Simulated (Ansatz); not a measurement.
Method: DFT PBE, scalar-relativistic, plane waves, PAW in Ansatz 0.2.0. All cells share a 420 eV cutoff and Γ-centred k meshes spaced at most about 0.3 Å⁻¹ (about 0.25 or finer for metals, 2π included). No spin polarisation.

Temperature and zero-point effects are left out.

Compare these two cells of Zr₂H₃, each relaxed at this level.

1.

```cif
data_structure
_symmetry_space_group_name_H-M 'Pm-3m'
_symmetry_Int_Tables_number 221
_cell_length_a 3.7821
_cell_length_b 3.7821
_cell_length_c 3.7821
_cell_angle_alpha 90.000
_cell_angle_beta 90.000
_cell_angle_gamma 90.000
_cell_volume 54.10
loop_
_atom_site_label
_atom_site_type_symbol
_atom_site_symmetry_multiplicity
_atom_site_Wyckoff_symbol
_atom_site_fract_x
_atom_site_fract_y
_atom_site_fract_z
_atom_site_occupancy
Zr1 Zr 1 b 0.50000 0.50000 0.50000 1
Zr2 Zr 1 a 0.00000 0.00000 0.00000 1
H1 H 3 d 0.50000 0.00000 0.00000 1
```

2.

```cif
data_structure
_symmetry_space_group_name_H-M 'R3m:H'
_symmetry_Int_Tables_number 160
_cell_length_a 3.3201
_cell_length_b 3.3201
_cell_length_c 34.2696
_cell_angle_alpha 90.000
_cell_angle_beta 90.000
_cell_angle_gamma 120.000
_cell_volume 327.14
loop_
_atom_site_label
_atom_site_type_symbol
_atom_site_symmetry_multiplicity
_atom_site_Wyckoff_symbol
_atom_site_fract_x
_atom_site_fract_y
_atom_site_fract_z
_atom_site_occupancy
Zr1 Zr 3 a 0.33333 0.66667 0.29687 1
Zr2 Zr 3 a 0.33333 0.66667 0.12398 1
Zr3 Zr 3 a 0.66667 0.33333 0.20962 1
Zr4 Zr 3 a 0.00000 0.00000 0.03799 1
H1 H 3 a 0.33333 0.66667 0.23395 1
H2 H 3 a 0.00000 0.00000 0.10229 1
H3 H 3 a 0.00000 0.00000 0.19074 1
H4 H 3 a 0.66667 0.33333 0.14781 1
H5 H 3 a 0.66667 0.33333 0.27134 1
H6 H 3 a 0.33333 0.66667 0.06330 1
```

Task: Which is lower in energy, and by how much?

Result: Cell 2 is lower, by 266 meV/atom. Cell 1 has space group Pm-3m (No. 221), 10.8 Å³/atom and no gap on its mesh; cell 2 has space group R3m (No. 160), 10.9 Å³/atom and no gap. Counting H atoms around Zr (those within 1.25 times the shortest such distance or 1.15 times the sum of covalent radii; a slash parts the counts of unlike sites), cell 1 has Zr 6/12 and cell 2 has Zr 4/7/8. Origin: cell 1, invented; cell 2, invented, then shaken at random and relaxed again.

With hydrogen, zero-point motion can shift such differences by 10 meV/atom or more. Cells relaxed within their symmetry can be saddle points.
